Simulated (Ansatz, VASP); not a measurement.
## Two plane-wave programs on C

```
C
1.0
     0.00000    1.77687    1.77687
     1.77687    0.00000    1.77687
     1.77687    1.77687    0.00000
C
2
Cartesian
  2.6653 2.6653 2.6653
  1.7769 1.7769 1.7769
```

Alike in both runs: task relaxation of cell and atoms; functional PBEsol; k mesh 12 × 12 × 12; occupations gaussian, width 0.02 eV; no spin polarisation.

|  | VASP | Ansatz |
| --- | --- | --- |
| version | VASP 6.6.1 | Ansatz 0.2.0 |
| potentials or method | VASP PAW PBE potentials, release 64 (C) | scalar-relativistic, plane waves, PAW |
| plane-wave cutoff (eV) | 600 | 420 |
| valence electrons in the cell | 8 | 8 |

|  | VASP | Ansatz | Ansatz less VASP |
| --- | --- | --- | --- |
| gap on the k mesh at the Fermi level, each at its own relaxed structure (eV) | 4.06 | 4.07 | +0.007 |
| relaxed volume (Å³/atom) | 5.62 | 5.61 | -0.006 |
| relaxed cell length with the largest relative difference (Å) | 2.514 | 2.513 | -0.0009 |

Caveats: the PAW data sets were made with another functional, which shifts forces and pressure a little (VASP).
